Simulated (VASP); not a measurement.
Bi, 1 atom in the cell. It takes space group Pm-3m (No. 221, cubic). The conventional cell has a = 2.997 Å, b = 2.997 Å, c = 2.997 Å, α = 90.00°, β = 90.00°, γ = 90.00°. Bi (site symmetry m-3m) has 6 Bi at 3.00 Å as nearest neighbours. This isn't the form of Bi at room conditions, which is rhombohedral. The cell isn't the ideal one: As replaced by Bi, lengths x 1.146, strained and moved within the space group.

| Quantity | Value |
| --- | --- |
| Program | VASP 6.6.1 |
| Task | single point |
| Functional | PBEsol |
| Potentials or basis | VASP PAW PBE potentials, release 64 (Bi_d) |
| Cutoff | 520 eV |
| k mesh | 14 × 14 × 14 |
| Occupations | gaussian, width 0.1 eV |
| Spin | no spin polarisation |
| Dipole correction | no |
| Further INCAR settings | ALGO = Fast; EDIFF = 1e-06; NBANDS = 14 |

Potentials or basis: VASP PAW PBE potentials, release 64 (Bi_d).

Launch:

```sh
$ cat potpaw_PBE.64/Bi_d/POTCAR > POTCAR
$ mpirun -np 1 vasp_std > vasp.out
```

Hardware: 1 thread of Intel(R) Xeon(R) Platinum 8175M CPU @ 2.50GHz (Skylake/Cascade Lake), with other jobs on the host.

Question: Estimate the wall time of this run.

Answer: Wall time 39 s on 1 thread of Intel(R) Xeon(R) Platinum 8175M CPU @ 2.50GHz (Skylake/Cascade Lake), with other jobs on the host, peak memory 0.16 GiB. Counts: scf iterations 11, k points 120.
